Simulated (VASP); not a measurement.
Set up this calculation in VASP 6.6.1, as the native input.

```
Task                    : density of states
Functional              : PBE
Potentials or basis     : VASP PAW PBE potentials, release 64 (W_sv)
Cutoff                  : 250 eV
k mesh                  : 18 × 18 × 18
Occupations             : gaussian, width 0.1 eV
Spin                    : no spin polarisation
k mesh for the DOS      : 27 × 27 × 27
Occupations for the DOS : tetrahedron
Further INCAR settings  : ALGO = Fast; EDIFF = 1e-07; NBANDS = 13
```

Crystal: W.

```
W
1.0
    -1.59092    1.59092    1.59092
     1.59092   -1.59092    1.59092
     1.59092    1.59092   -1.59092
W
1
Direct
  0.00000 0.00000 0.00000
```

The input as run:

POSCAR

```
W                                       
1.0
   -1.5909170481      1.5909170481      1.5909170481
    1.5909170481     -1.5909170481      1.5909170481
    1.5909170481      1.5909170481     -1.5909170481
  W             
     1
Direct
     0.0000000000000000    0.0000000000000000    0.0000000000000000
```

INCAR.step1

```
  ALGO = Fast
  EDIFF = 1E-7
  ENCUT = 250
  GGA = PE
  ISIF = 2
  ISMEAR = 0
  LASPH = True
  LCHARG = True
  LMAXMIX = 4
  LREAL = False
  LWAVE = False
  NBANDS = 13
  NELM = 60
  PREC = Accurate
  SIGMA = 0.1
```

KPOINTS.step1

```
k-points
0
Gamma
  18 18 18
```

INCAR.step2

```
  ALGO = Fast
  EDIFF = 1E-7
  ENCUT = 250
  GGA = PE
  ICHARG = 11
  ISIF = 2
  ISMEAR = -5
  LASPH = True
  LCHARG = False
  LMAXMIX = 4
  LORBIT = 10
  LREAL = False
  LWAVE = False
  NBANDS = 13
  NEDOS = 2001
  NELM = 60
  PREC = Accurate
  SIGMA = 0.1
```

KPOINTS.step2

```
k-points
0
Gamma
  27 27 27
```

Potentials or basis: VASP PAW PBE potentials, release 64 (W_sv).

Command:

```console
$ cat potpaw_PBE.64/W_sv/POTCAR > POTCAR
$ cp INCAR.step1 INCAR
$ cp KPOINTS.step1 KPOINTS
$ mpirun -np 1 vasp_std > vasp.out
$ cp INCAR.step2 INCAR
$ cp KPOINTS.step2 KPOINTS
$ mpirun -np 1 vasp_std > vasp.out
```

It gave:

```yaml
Valence_electrons_inside_the_program's_atomic_spheres: W 12.05
```

Wall time 24 s on 1 thread of Intel(R) Xeon(R) Platinum 8488C (Sapphire Rapids), with other jobs on the host, peak memory 0.19 GiB.
